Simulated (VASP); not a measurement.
# Fe (Im-3m) in VASP: band structure with PBE

Aim: the band structure of Fe with PBE.

Program: VASP 6.6.1. These are calculated values, not measurements. Logs are shortened: lines on timing, memory, paths and dates and some standing lists are left out, and cuts for length are marked.

## Step 1: Starting point

The structure is cubic, space group Im-3m (No. 229). Conventional cell: a = 2.832 Å, b = 2.832 Å, c = 2.832 Å, α = 90.00°, β = 90.00°, γ = 90.00°. Fe (site symmetry m-3m) is surrounded by 8 Fe at 2.45 Å.

## Step 2: Band structure, PBE, collinear spin, ferromagnetic start

INCAR reads:

```
SYSTEM = Fe
  PREC = Accurate
  ENCUT = 520
  EDIFF = 1E-7
  ISMEAR = 0
  SIGMA = 0.1
  LREAL = .False.
  LASPH = .True.
  NELM = 150
  ALGO = Normal
  ISIF = 2
  LWAVE = .False.
  LCHARG = .False.
  ISPIN = 2
  MAGMOM = 2.44
  LORBIT = 11
  LMAXMIX = 4
  GGA = PE
  NBANDS = 14
```

KPOINTS reads:

```
Automatic mesh
0
Gamma
  20 20 20
  0 0 0
```

POSCAR reads:

```
Fe
1.0
   -1.4158450000      1.4158450000      1.4158450000
    1.4158450000     -1.4158450000      1.4158450000
    1.4158450000      1.4158450000     -1.4158450000
Fe
1
Direct
    0.0000000000      0.0000000000      0.0000000000
```

KPOINTS_OPT reads:

```
path GHNGPH,PN
15
line-mode
reciprocal
 0.0000000000  0.0000000000  0.0000000000  G
 0.5000000000 -0.5000000000  0.5000000000  H

 0.5000000000 -0.5000000000  0.5000000000  H
 0.0000000000  0.0000000000  0.5000000000  N

 0.0000000000  0.0000000000  0.5000000000  N
 0.0000000000  0.0000000000  0.0000000000  G

 0.0000000000  0.0000000000  0.0000000000  G
 0.2500000000  0.2500000000  0.2500000000  P

 0.2500000000  0.2500000000  0.2500000000  P
 0.5000000000 -0.5000000000  0.5000000000  H

 0.2500000000  0.2500000000  0.2500000000  P
 0.0000000000  0.0000000000  0.5000000000  N
```

Potentials or basis: VASP PAW PBE potentials, release 64 (Fe).

Launch:

```
$ cat potpaw_PBE.64/Fe/POTCAR > POTCAR
$ mpirun -np 1 vasp_std > vasp.out
```

OUTCAR:

```text
SYSTEM = Fe
   PREC = Accurate
   ENCUT = 520
   EDIFF = 1E-7
   ISMEAR = 0
   LREAL = .False.
   LASPH = .True.
   NELM = 150
   ISIF = 2
   ISPIN = 2
   LORBIT = 11
   GGA = PE

 ion  position               nearest neighbor table
   1  0.000  0.000  0.000-

  LATTYP: Found a body centered cubic cell.
 ALAT       =     2.8316900000

  Lattice vectors:

 A1 = (  -1.4158450000,   1.4158450000,   1.4158450000)
 A2 = (   1.4158450000,  -1.4158450000,   1.4158450000)
 A3 = (   1.4158450000,   1.4158450000,  -1.4158450000)

Analysis of symmetry for initial positions (statically):
=====================================================================
 Subroutine PRICEL returns:
 Original cell was already a primitive cell.

 Routine SETGRP: Setting up the symmetry group for a
 body centered cubic supercell.

 Subroutine GETGRP returns: Found 48 space group operations
 (whereof 48 operations were pure point group operations)
 out of a pool of 48 trial point group operations.

The static configuration has the point symmetry O_h .

Analysis of symmetry for dynamics (positions and initial velocities):
=====================================================================
 Subroutine PRICEL returns:
 Original cell was already a primitive cell.

 Routine SETGRP: Setting up the symmetry group for a
 body centered cubic supercell.

 Subroutine GETGRP returns: Found 48 space group operations
 (whereof 48 operations were pure point group operations)
 out of a pool of 48 trial point group operations.

The dynamic configuration has the point symmetry O_h .

Analysis of structural, dynamic, and magnetic symmetry:
=====================================================================
 Subroutine PRICEL returns:
 Original cell was already a primitive cell.

 Routine SETGRP: Setting up the symmetry group for a
 body centered cubic supercell.

 Subroutine GETGRP returns: Found 48 space group operations
 (whereof 48 operations were pure point group operations)
 out of a pool of 48 trial point group operations.

The overall configuration has the point symmetry O_h .

 Subroutine INISYM returns: Found 48 space group operations
 (whereof 48 operations are pure point group operations),
 and found     1 'primitive' translations

----------------------------------------------------------------------------------------

                                     Primitive cell

  volume of cell :      11.3529

  direct lattice vectors                    reciprocal lattice vectors
    -1.415845000  1.415845000  1.415845000     0.000000000  0.353146001  0.353146001
     1.415845000 -1.415845000  1.415845000     0.353146001  0.000000000  0.353146001
     1.415845000  1.415845000 -1.415845000     0.353146001  0.353146001  0.000000000

  length of vectors
     2.452315476  2.452315476  2.452315476     0.499423864  0.499423864  0.499423864

  position of ions in fractional coordinates (direct lattice)
     0.000000000  0.000000000  0.000000000

  ion indices of the primitive-cell ions
   primitive index   ion index
                 1           1

----------------------------------------------------------------------------------------

 KPOINTS: Automatic mesh

Automatic generation of k-mesh.
 Grid dimensions read from file:
 generate k-points for:   20   20   20

 Generating k-lattice:

  Cartesian coordinates                     Fractional coordinates (reciprocal lattice)
     0.000000000  0.017657300  0.017657300     0.050000000  0.000000000  0.000000000
     0.017657300  0.000000000  0.017657300     0.000000000  0.050000000  0.000000000
     0.017657300  0.017657300  0.000000000     0.000000000  0.000000000  0.050000000

  Length of vectors
     0.024971193  0.024971193  0.024971193

  Shift w.r.t. Gamma in fractional coordinates (k-lattice)
     0.000000000  0.000000000  0.000000000

 Subroutine IBZKPT returns following result:
 ===========================================

 Found    256 irreducible k-points:

 Following reciprocal coordinates:
            Coordinates               Weight
  0.000000  0.000000  0.000000      1.000000
  0.050000  0.000000  0.000000     12.000000
  0.100000  0.000000  0.000000     12.000000
  0.150000  0.000000  0.000000     12.000000
  0.200000  0.000000  0.000000     12.000000
  0.250000  0.000000  0.000000     12.000000
[... 16 lines left out ...]
  0.200000  0.100000 -0.000000     48.000000
  0.250000  0.100000 -0.000000     48.000000
 [... further k-points ...]
   k-points           NKPTS =    256   k-points in BZ     NKDIM =    256   number of bands    NBANDS=     14
   number of dos      NEDOS =    301   number of ions     NIONS =      1
   total plane-waves  NPLWV =   5832
   dimension x,y,z NGX =    18 NGY =   18 NGZ =   18
   dimension x,y,z NGXF=    36 NGYF=   36 NGZF=   36
   ions per type =               1
   NGX,Y,Z   is equivalent  to a cutoff of  12.20, 12.20, 12.20 a.u.
   NGXF,Y,Z  is equivalent  to a cutoff of  24.40, 24.40, 24.40 a.u.
 SYSTEM =  Fe
   PREC   = accura    normal or accurate (medium, high low for compatibility)
   ISTART =      0    job   : 0-new  1-cont  2-samecut
   ICHARG =      2    charge: 1-file 2-atom 10-const
   ISPIN  =      2    spin polarized calculation?
   LNONCOLLINEAR =      F non collinear calculations
   LSORBIT =      F    spin-orbit coupling
   LASPH  =      T    aspherical Exc in radial PAW
   ENCUT  =  520.0 eV  38.22 Ry    6.18 a.u.   4.56  4.56  4.56*2*pi/ulx,y,z
   NELM   =    150;   NELMIN=  2; NELMDL= -5     # of ELM steps
   EDIFF  = 0.1E-06   stopping-criterion for ELM
   LREAL  =      F    real-space projection
   EDIFFG = 0.1E-05   stopping-criterion for IOM
   NSW    =      0    number of steps for IOM
   IBRION =     -1    ionic relax: 0-MD 1-quasi-New 2-CG
   NFREE  =      0    steps in history (QN), initial steepest desc. (CG)
   ISIF   =      2    stress and relaxation
   ISYM   =      2    0-nonsym 1-usesym 2-fastsym
   POTIM  = 0.5000    time-step for ionic-motion
   TEBEG  =    0.0;   TEEND  =   0.0 temperature during run
   PSTRESS=    0.0 pullay stress
   NELECT =       8.0000    total number of electrons
   NUPDOWN=      -1.0000    fix difference up-down
   EMIN   =  10.00;   EMAX   =-10.00  energy-range for DOS
   EFERMI =   0.00;   METHOD = LEGACY
   ISMEAR =     0;   SIGMA  =   0.10  broadening in eV -4-tet -1-fermi 0-gaus
   EFERMI_NEDOS =   21; number of points for ismear=-14 and -15
   IALGO  =     38    algorithm
   IMIX   =      4    mixing-type and parameters
     AMIX     =   0.40;   BMIX     =  1.00
     AMIX_MAG =   1.60;   BMIX_MAG =  1.00
  volume/ion in A,a.u.               =      11.35        76.61
  Fermi-wavevector in a.u.,A,eV,Ry     =   1.456808  2.752969 28.875520  2.122291
  Thomas-Fermi vector in A             =   2.573683
   LORBIT       =     11    0 simple, 1 ext, 2 COOP (PROOUT), +10 PAW based schemes
   GGA     = PE    functional components
   LHFCALC =     F    Hartree Fock is set to
   AEXX    =    0.0000 exact exchange contribution
   IVDW    =     0    specifies the selected vdW correction
   LEPSILON=     F    determine dielectric tensor
   LRPA    =     F    only Hartree local field effects (RPA)
 spin polarized calculation
 Gauss-broadening in eV      SIGMA  =   0.10
  energy-cutoff  :      520.00
  volume of cell :       11.35
 maximum number of plane-waves:       321
   NGX =  9   NGY =  9   NGZ =  9

 number of electron       8.0000009 magnetization       2.1957643

 Free energy of the ion-electron system (eV)
  ---------------------------------------------------
  ext. energy  EPLUGINS =         0.00000000
  ---------------------------------------------------
  free energy    TOTEN  =        -8.24517823 eV

  energy without entropy =       -8.23985433  energy(sigma->0) =       -8.24251628

 E-fermi :   5.8269     XC(G=0): -13.1209

 val. band max:        5.8253786460   @ k =  -0.4500  -0.4500   0.3000
 cond. band min:       5.8287823172   @ k =  -0.4000   0.5000   0.1500
 fundamental gap:      0.0034036712
 Fermi energy:         5.8269228202

 spin component 1

 k-point     1 :       0.0000    0.0000    0.0000
  band No.  band energies     occupation
      1      -2.6063      1.00000
      2       3.5212      1.00000
      3       3.5212      1.00000
      4       3.5212      1.00000
      5       4.7335      1.00000
      6       4.7335      1.00000
      7      30.8597      0.00000
      8      30.8597      0.00000
      9      30.8597      0.00000
     10      35.9482      0.00000
     11      35.9482      0.00000
     12      38.2513      0.00000
     13      38.2513      0.00000
     14      38.2513      0.00000

 k-point     2 :       0.0500    0.0000    0.0000
  band No.  band energies     occupation
      1      -2.5024      1.00000
      2       3.4928      1.00000
      3       3.5195      1.00000
      4       3.5771      1.00000
      5       4.7046      1.00000
      6       4.7357      1.00000
      7      30.1495      0.00000
      8      30.7108      0.00000
      9      30.7833      0.00000
     10      35.4639      0.00000
     11      36.2517      0.00000
     12      36.5947      0.00000
     13      36.9085      0.00000
     14      38.5309      0.00000
[... 343 lines left out ...]
      1      -0.0885      1.00000
      2       2.9677      1.00000
      3       3.1799      1.00000
      4       4.4871      1.00000
      5       4.8766      1.00000
      6       5.0368      1.00000
      7      21.8089      0.00000
      8      24.8607      0.00000
      9      28.6141      0.00000
     10      31.1074      0.00000
     11      35.2865      0.00000
     12      36.3433      0.00000
     13      41.8406      0.00000
     14      42.4375      0.00000

 k-point    24 :       0.2500    0.1000   -0.0000
  band No.  band energies     occupation
      1       0.5504      1.00000
      2       2.8047      1.00000
      3       3.2618      1.00000
      4       4.5655      1.00000
      5       4.9326      1.00000
      6       5.5383      0.99998
      7      19.5243      0.00000
      8      24.0080      0.00000
      9      27.4893      0.00000
     10      30.9469      0.00000
     11      35.3575      0.00000
     12      36.8432      0.00000
     13      42.5383      0.00000
     14      44.6141      0.00000

 [... further k-points ...]

 spin component 2

 k-point     1 :       0.0000    0.0000    0.0000
  band No.  band energies     occupation
      1      -2.4384      1.00000
      2       5.4362      1.00000
      3       5.4363      1.00000
      4       5.4363      1.00000
      5       7.4913      0.00000
      6       7.4914      0.00000
      7      30.6078      0.00000
      8      30.6078      0.00000
      9      30.6078      0.00000
     10      36.1437      0.00000
     11      36.1437      0.00000
     12      38.9104      0.00000
     13      38.9104      0.00000
     14      38.9104      0.00000

 k-point     2 :       0.0500    0.0000    0.0000
  band No.  band energies     occupation
      1      -2.3340      1.00000
      2       5.4020      1.00000
      3       5.4306      1.00000
      4       5.4971      1.00000
      5       7.4532      0.00000
      6       7.4938      0.00000
      7      30.0123      0.00000
      8      30.4916      0.00000
      9      30.5716      0.00000
     10      35.7569      0.00000
     11      36.5430      0.00000
     12      37.4451      0.00000
     13      37.6248      0.00000
     14      39.1561      0.00000
[... 343 lines left out ...]
      1       0.1842      1.00000
      2       4.7667      1.00000
      3       4.9523      1.00000
      4       7.0095      0.00000
      5       7.0598      0.00000
      6       7.6653      0.00000
      7      22.4263      0.00000
      8      25.2529      0.00000
      9      29.2258      0.00000
     10      31.2380      0.00000
     11      35.6834      0.00000
     12      36.7899      0.00000
     13      42.0951      0.00000
     14      42.9296      0.00000

 k-point    24 :       0.2500    0.1000   -0.0000
  band No.  band energies     occupation
      1       0.9860      1.00000
      2       4.5728      1.00000
      3       4.8771      1.00000
      4       7.0847      0.00000
      5       7.4992      0.00000
      6       7.7485      0.00000
      7      20.2761      0.00000
      8      24.4086      0.00000
      9      28.0586      0.00000
     10      31.1700      0.00000
     11      35.8558      0.00000
     12      37.1774      0.00000
     13      42.7651      0.00000
     14      45.0679      0.00000

 [... further k-points ...]

------------------------ aborting loop because EDIFF is reached ----------------------------------------

  FORCE on cell =-STRESS in cart. coord.  units (eV):
  Direction    XX          YY          ZZ          XY          YZ          ZX
  --------------------------------------------------------------------------------------
  -------------------------------------------------------------------------------------
  Total        0.0054294      0.0054294      0.0054294      0.0000000     -0.0000000     -0.0000000
  in kB        0.7662254      0.7662254      0.7662254      0.0000000     -0.0000000     -0.0000000
  external PRESSURE =       0.7662254 kB  Pullay stress =       0.0000000 kB

 VOLUME and BASIS-vectors are now :
 -----------------------------------------------------------------------------
  energy-cutoff  :      520.00
  volume of cell :       11.35
      direct lattice vectors                 reciprocal lattice vectors
    -1.415845000  1.415845000  1.415845000     0.000000000  0.353146001  0.353146001
     1.415845000 -1.415845000  1.415845000     0.353146001  0.000000000  0.353146001
     1.415845000  1.415845000 -1.415845000     0.353146001  0.353146001  0.000000000

 POSITION                                       TOTAL-FORCE (eV/Angst)
 -----------------------------------------------------------------------------------
      0.00000      0.00000      0.00000        -0.000000      0.000000     -0.000000
 -----------------------------------------------------------------------------------
    total drift:                                0.000000      0.000000      0.000000

  FREE ENERGIE OF THE ION-ELECTRON SYSTEM (eV)
  ---------------------------------------------------
  free  energy   TOTEN  =        -8.2451782348 eV

  energy  without entropy=       -8.2398543348  energy(sigma->0) =       -8.24251628

 total charge

# of ion       s       p       d       tot
------------------------------------------
    1        0.488   0.542   6.239   7.269

 magnetization (x)

# of ion       s       p       d       tot
------------------------------------------
    1       -0.013  -0.056   2.262   2.193
```

It took 1.7 min on 1 thread of Intel Xeon Platinum 8488C (Sapphire Rapids), shared host; peak memory 0.21 GiB.

Results:

```
Free energy                                           : -8.2452 eV
Pressure                                              : 0.1 GPa
Band gap along the path                               : none (metal or under the smearing width)
Net moment                                            : 2.20 μB per cell
Site moments                                          : Fe +2.19 μB
Valence electrons inside the program's atomic spheres : Fe 7.27
```

Levels at the corners of the path, in eV from the Fermi level:
Spin up:
| point | band 3 | band 4 | band 5 | band 6 | band 7 | band 8 |
| --- | --- | --- | --- | --- | --- | --- |
| Γ | -2.31 | -2.31 | -1.09 | -1.09 | 25.03 | 25.03 |
| H | 0.11 | 0.11 | 0.11 | 9.94 | 9.94 | 9.94 |
| H | 0.11 | 0.11 | 0.11 | 9.94 | 9.94 | 9.94 |
| N | -1.03 | -0.90 | 0.39 | 0.52 | 7.36 | 18.38 |
| N | -1.03 | -0.90 | 0.39 | 0.52 | 7.36 | 18.38 |
| Γ | -2.31 | -2.31 | -1.09 | -1.09 | 25.03 | 25.03 |
| Γ | -2.31 | -2.31 | -1.09 | -1.09 | 25.03 | 25.03 |
| P | -3.23 | -0.87 | -0.87 | 8.64 | 8.64 | 8.64 |
| P | -3.23 | -0.87 | -0.87 | 8.64 | 8.64 | 8.64 |
| H | 0.11 | 0.11 | 0.11 | 9.94 | 9.94 | 9.94 |
| P | -3.23 | -0.87 | -0.87 | 8.64 | 8.64 | 8.64 |
| N | -1.03 | -0.90 | 0.39 | 0.52 | 7.36 | 18.38 |
Spin down:
```tsv
point	band 1	band 2	band 3	band 4	band 5	band 6	band 7	band 8
Γ	-8.27	-0.39	-0.39	-0.39	1.66	1.66	24.78	24.78
H	-3.03	-3.03	2.30	2.30	2.30	10.22	10.22	10.22
H	-3.03	-3.03	2.30	2.30	2.30	10.22	10.22	10.22
N	-3.64	-1.67	0.63	1.52	1.92	2.61	8.73	18.42
N	-3.64	-1.67	0.63	1.52	1.92	2.61	8.73	18.42
Γ	-8.27	-0.39	-0.39	-0.39	1.66	1.66	24.78	24.78
Γ	-8.27	-0.39	-0.39	-0.39	1.66	1.66	24.78	24.78
P	-1.84	-1.84	-1.84	1.97	1.97	9.53	9.53	9.53
P	-1.84	-1.84	-1.84	1.97	1.97	9.53	9.53	9.53
H	-3.03	-3.03	2.30	2.30	2.30	10.22	10.22	10.22
P	-1.84	-1.84	-1.84	1.97	1.97	9.53	9.53	9.53
N	-3.64	-1.67	0.63	1.52	1.92	2.61	8.73	18.42
```
